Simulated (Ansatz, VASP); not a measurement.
**One calculation of WC (Qusongite), two programs**

INCAR

```
PREC = Accurate
ENCUT = 600
EDIFF = 1E-6
ISMEAR = -5
SIGMA = 0.05
LREAL = F
LASPH = T
NELM = 100
ALGO = Normal
ISIF = 3
LWAVE = F
LCHARG = F
GGA = PE
IVDW = 12
IBRION = 2
NSW = 60
EDIFFG = -0.01
```

File KPOINTS:

```
Automatic mesh
0
Gamma
  8 8 7
```

The input POSCAR:

```
WC
1.0
    2.9065000000      0.0000000000      0.0000000000
   -1.4532500000      2.5171028361      0.0000000000
    0.0000000000      0.0000000000      2.8366000000
W C
1 1
Direct
   -0.0024780000     -0.0018120000     -0.0044070000
    0.6555090000      0.3398770000      0.5041420000
```

input.yaml

```yaml
crystal:
  lattice:
    - [2.9065, 0.0, 0.0]
    - [-1.45325, 2.5171028361, 0.0]
    - [0.0, 0.0, 2.8366]
  atoms:
    - { symbol: W, position: [-0.002478, -0.001812, -0.004407] }
    - { symbol: C, position: [0.655509, 0.339877, 0.504142] }
hamiltonian:
  xc: pbe
  pseudopotentials: { kind: paw, source: jth }
  dispersion: d3bj
kpoints:
  mp_grid: { grid: [8, 8, 7] }
scf:
  occupations: { method: tetrahedron }
  mixing: { algorithm: msr1, beta: 0.05, ndim: 4 }
output:
  forces: true
  stress: true
relax:
  f_tol: 0.01
  max_steps: 40
  cell: { stress_tol: 0.05 }
```

Alike in both runs: task relaxation of cell and atoms; functional PBE; dispersion D3(BJ); k mesh 8 × 8 × 7; occupations tetrahedron; no spin polarisation.

```csv
,VASP,Ansatz
version,VASP 6.6.1,Ansatz 0.2.0
potentials or method,"VASP PAW PBE potentials, release 64 (W_sv, C)",JTH PAW
plane-wave cutoff (eV),600,1290
valence electrons in the cell,18,18
```

```csv
,VASP,Ansatz,Ansatz less VASP
"gap on the k mesh at the Fermi level, each at its own relaxed structure (eV)",none,none,-
relaxed volume (Å³/atom),10.36,10.36,-0.003
relaxed cell length with the largest relative difference (Å),2.905,2.905,+0.0004
energy change over the relaxation (meV/atom),-9,-9,-0.1
```

A gap of «none» marks a metal or a gap that the smearing closes.

Caveats: pairwise dispersion overbinds metals, which lowers pressure and volume; tetrahedron occupations give inexact forces and stress in metals (VASP); the plane-wave basis is chosen anew once the cell has moved, so the energies of steps on either side of that aren't comparable (Ansatz); with tetrahedron occupations forces and stress needn't match the slope of the energy (Ansatz). Spin-orbit coupling is left out, which matters for the levels of W.
